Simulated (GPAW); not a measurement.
# PbSe (Clausthalite) (Fm-3m) in GPAW: a series of runs, part 2 of 2

GPAW 26.7.0. The steps go on from the part before.

## 4. Band structure, PBEint, spin-orbit coupling, no magnetisation

run.py reads:

```python
import numpy as np
from ase.dft.bandgap import bandgap
from ase.io import read, write
from ase.units import GPa
from gpaw import GPAW, PW, setup_paths
from gpaw.spinorbit import soc_eigenstates

setup_paths.insert(0, '.')

atoms = read('PbSe.xyz')

calc = GPAW(mode=PW(600),
            xc='GGA_X_PBEINT+GGA_C_PBEINT',
            kpts={'size': (6, 6, 6), 'gamma': True},
            occupations={'name': 'fermi-dirac', 'width': 0.05},
            nbands=19,
            convergence={'density': 1e-05, 'energy': 1e-05},
            maxiter=150,
            txt='gpaw.txt')
atoms.calc = calc
energy = atoms.get_potential_energy()
forces = atoms.get_forces()
stress = atoms.get_stress()
calc.write('gs.gpw')
write('result.traj', atoms)
print(f'Energy: {energy:.6f} eV')
print('Forces (eV/A):')
print(forces.round(4))
print('Stress (GPa):', (stress / GPa).round(3))
print('Fermi level:', round(calc.get_fermi_level(), 4), 'eV')
print(f'Gap: {bandgap(calc)[0]:.4f} eV, direct: {bandgap(calc, direct=True)[0]:.4f} eV')

path = atoms.cell.bandpath('GXWKGLUWLK,UX', npoints=80, eps=1e-4)
bs_calc = calc.fixed_density(kpts=path, symmetry='off', nbands=31,
                             convergence={'bands': 'CBM+6.0', 'eigenstates': 1e-6}, txt='bands.txt')
bs = bs_calc.band_structure()
bs.write('bs.json')
print(f'Gap on the path: {bandgap(bs_calc)[0]:.4f} eV')

soc = soc_eigenstates(bs_calc, theta=90, phi=45)
np.savetxt('soc_bands.dat', soc.eigenvalues(), fmt='%.4f')
mesh = soc_eigenstates('gs.gpw', theta=90, phi=45)
np.savetxt('soc_mesh.dat', mesh.eigenvalues(), fmt='%.4f')
print('Fermi level with spin-orbit coupling:', round(mesh.fermi_level, 4), 'eV')
```

PbSe.xyz reads:

```xyz
2
Lattice="0.0000000000 3.0606500000 3.0606500000 3.0606500000 0.0000000000 3.0606500000 3.0606500000 3.0606500000 0.0000000000" Properties=species:S:1:pos:R:3 pbc="T T T"
Pb     0.0000000000      0.0000000000      0.0000000000
Se     3.0606500000      3.0606500000      3.0606500000
```

Potentials or basis: PAW data sets generated in the run's folder for this functional, pw.

Launch:

```console
$ gpaw-setup -f GGA_X_PBEINT+GGA_C_PBEINT Pb Se
$ OMP_NUM_THREADS=1 python run.py
```

gpaw.txt:

```text
__  _  _
 | _ |_)|_||  |
 |__||  | ||/\| - 26.7.0

Input parameters:
  mode=PW(ecut=600.0),
  convergence={'density': 1e-05, 'energy': 1e-05},
  kpts=MonkhorstPack(size=(6, 6, 6), gamma=True),
  maxiter=150,
  nbands=19,
  occupations=Occupations(name='fermi-dirac', width=0.05),
  xc=XC(name='GGA_X_PBEINT+GGA_C_PBEINT')

Diagonalizing LCAO Hamiltonian
Converting LCAO to pw mode

                Se

       Pb

Atoms  # Å, Bohr magnetons
|   | symbol |        x |        y |        z |    initial magnetic moments |
|---|--------|----------|----------|----------|-----------------------------|
| 0 |     Pb | 0.000000 | 0.000000 | 0.000000 | ( 0.0000,  0.0000,  0.0000) |
| 1 |     Se | 3.060650 | 3.060650 | 3.060650 | ( 0.0000,  0.0000,  0.0000) |

Unit cell  # Å
| periodic |        x |        y |        z |  lengths |    angles |
|----------|----------|----------|----------|----------|-----------|
|      yes | 0.000000 | 3.060650 | 3.060650 | 4.328413 | 60.000000 |
|      yes | 3.060650 | 0.000000 | 3.060650 | 4.328413 | 60.000000 |
|      yes | 3.060650 | 3.060650 | 0.000000 | 4.328413 | 60.000000 |

Number of symmetries: 48
Symmetry operations  # r_c * U_cc + t_c -> r_c
|    | kind |            matrix            |
|----|------|------------------------------|
|  0 |  σ   |  1, 0, 0,  1, 0,-1,  1,-1, 0 |
|  1 |  C2  |  1, 0, 0,  1,-1, 0,  1, 0,-1 |
|  2 |  E   |  1, 0, 0,  0, 1, 0,  0, 0, 1 |
|  3 |  σ   |  1, 0, 0,  0, 0, 1,  0, 1, 0 |
|  4 |  C4  |  1, 0,-1,  1, 0, 0,  1,-1, 0 |
|  5 |  S6  |  1, 0,-1,  1,-1, 0,  1, 0, 0 |
|  6 |  σ   |  1, 0,-1,  0, 1,-1,  0, 0,-1 |
[... 170 lines left out ...]
- Maximum integral of absolute [eigenst]ate change: 4e-08 eV^2 / valence electron
maximum number of iterations: 150

SCF iterations
|iter     | |      energy | eigst |  dens |
|---------|-|-------------|-------|-------|
|iter:   1| |   -9.011797 | -0.20 |       |
|iter:   2| |   -8.959563 | -2.06 | -1.26 |
|iter:   3| |   -8.784026 | -1.99 | -1.31 |
|iter:   4| |   -8.784264 | -3.80 | -1.91 |
|iter:   5| |   -8.784593 | -4.39 | -2.32 |
|iter:   6| |   -8.784618 | -5.64 | -3.25 |
|iter:   7| |   -8.784621c| -6.71 | -3.81 |
|iter:   8| |   -8.784621c| -7.68c| -4.55 |
|iter:   9| |   -8.784621c| -7.87c| -5.29c|

Converged in 9 steps
Energy contributions relative to reference atoms: (reference = -633187.410295)

Energy contributions:
  Kinetic:          17.419327
  Coulomb:         -17.898617
  Zero:             -0.093382
  External:          0.000000
  Xc:               -8.211211
  Entropy:          -0.001477
  Spinorbit:         0.000000
  ----------------------------
  Free energy:      -8.785359
  Extrapolated:     -8.784621

dipole moment: (-25.878324, -25.878324, -25.878324)  # |e|*Ang

Fermi level: 6.159
Eigenvalues  # (at kpt = [0.000, 0.000, 0.000])
| band index |      eig [eV] | occ [0-2] |
|------------|---------------|-----------|
|          0 |       -10.748 |     2.000 |
|        ... |               |           |
|          2 |       -10.747 |     2.000 |
|          3 |       -10.747 |     2.000 |
|          4 |       -10.747 |     2.000 |
|          5 |        -7.555 |     2.000 |
|          6 |        -0.191 |     2.000 |
|          7 |         4.137 |     2.000 |
[... 9 lines left out ...]
|         17 |        14.328 |     0.000 |
|         18 |        14.982 |     0.000 |

Gap: 0.184 eV
Transition (v -> c):
  (s=0, k=15, n=9, [0.50, 0.50, 0.50]) -> (s=0, k=15, n=10, [0.50, 0.50, 0.50])
No difference between direct/indirect transitions

Forces  # eV/Ang
|       x |        y |        z |
|---------|----------|----------|
| 0.00000 | -0.00000 | -0.00000 |  # Pb   0
| 0.00000 | -0.00000 | -0.00000 |  # Se   1

Stress tensor  # eV/Ang^3
|         x |         y |         z |
|-----------|-----------|-----------|
| -0.000018 | -0.000000 | -0.000000 |
| -0.000000 | -0.000018 | -0.000000 |
| -0.000000 | -0.000000 | -0.000018 |

# Writing to gs.gpw (mode='')
```

stdout:

```text
Energy: -8.784621 eV
Forces (eV/A):
[[ 0. -0. -0.]
 [ 0. -0. -0.]]
Stress (GPa): [-0.003 -0.003 -0.003 -0.    -0.    -0.   ]
Fermi level: 6.1585 eV
Gap: 0.1844 eV, direct: 0.1844 eV
Gap on the path: 0.1844 eV
Fermi level with spin-orbit coupling: 5.8639 eV
```

It took 21 s on 1 thread of AMD EPYC 9R45 (Zen 5), shared host; peak memory 0.32 GiB.

What came out:

```yaml
Free_energy: -8.7854 eV
Pressure: 0.0 GPa
Band_gap_on_the_k_mesh: 0.44 eV, direct
Band_gap_along_the_path: 0.41 eV, indirect (least direct gap 0.51 eV)
```

Levels at the corners of the path, in eV from the valence-band top:
```csv
point,band 17,band 18,band 19,band 20,band 21,band 22,band 23,band 24
Γ,-1.30,-1.30,-1.30,-1.30,3.12,3.12,6.04,6.04
X,-3.22,-3.22,-2.64,-2.64,3.96,3.96,4.71,4.71
W,-3.80,-3.80,-0.42,-0.42,1.95,1.95,5.20,5.20
K,-2.56,-2.56,-1.94,-1.94,3.22,3.22,4.51,4.51
Γ,-1.30,-1.30,-1.30,-1.30,3.12,3.12,6.04,6.04
L,-1.00,-1.00,-0.09,-0.09,0.41,0.41,1.72,1.72
U,-2.56,-2.56,-1.94,-1.94,3.22,3.22,4.51,4.51
W,-3.80,-3.80,-0.42,-0.42,1.95,1.95,5.20,5.20
L,-1.00,-1.00,-0.09,-0.09,0.41,0.41,1.72,1.72
K,-2.56,-2.56,-1.94,-1.94,3.22,3.22,4.51,4.51
U,-2.56,-2.56,-1.94,-1.94,3.22,3.22,4.51,4.51
X,-3.22,-3.22,-2.64,-2.64,3.96,3.96,4.71,4.71
```

Caveat: spin-orbit coupling was added after a scalar SCF, so levels and gaps hold it while energy, forces, pressure and moments don't; this program's spin-orbit splittings come out too wide for heavy elements.

## 5. Overview

```csv
task,level,potentials or basis,spin,band path,band points,spin axis theta (degrees),spin axis phi (degrees),soc after scf,V0 of scaled cells (Å³/atom),B0 (GPa)
equation of state,LDA,"PAW data sets generated in the run's folder for this functional, pw",off,-,-,-,-,-,27.34,55
equation of state,vdW-DF-cx,"GPAW PAW data sets (gpaw-data 1.2.1), pw",off,-,-,-,-,-,28.71,52
band structure,PBEint,"PAW data sets generated in the run's folder for this functional, pw","SOC, no magnetisation","GXWKGLUWLK,UX",80,90,45,second variation,-,-
```

Alike in all rows: cell as given; k mesh 6 × 6 × 6; cutoff (eV) 600; smearing fermi-dirac 0.05 eV.

Caveats: the PAW data sets were made with another functional, which shifts forces and pressure a little (some runs); spin-orbit coupling was added after a scalar SCF, so levels and gaps hold it while energy, forces, pressure and moments don't (some runs); this program's spin-orbit splittings come out too wide for heavy elements (some runs).

Total energies depend on the potentials used, so only differences within one code and one set of settings carry meaning.

## 6. Against experiment

Step 2. The cell as given is a measured one (28.67 Å³/atom); LDA puts the equilibrium volume -4.6 % from it, thermal expansion not counted.

Step 3. The cell as given is a measured one (28.67 Å³/atom); vdW-DF-cx puts the equilibrium volume +0.1 % from it, thermal expansion not counted.

Step 4. Measured direct gap of PbSe: 0.28 eV (direct; 300 K; a printed reference work, monograph). This calculation gives 0.51 eV (+0.23 eV). 2 values of this kind are on record (0.15 to 0.28 eV); this one was drawn at random. The value is that of PBEint, without temperature or zero-point motion.
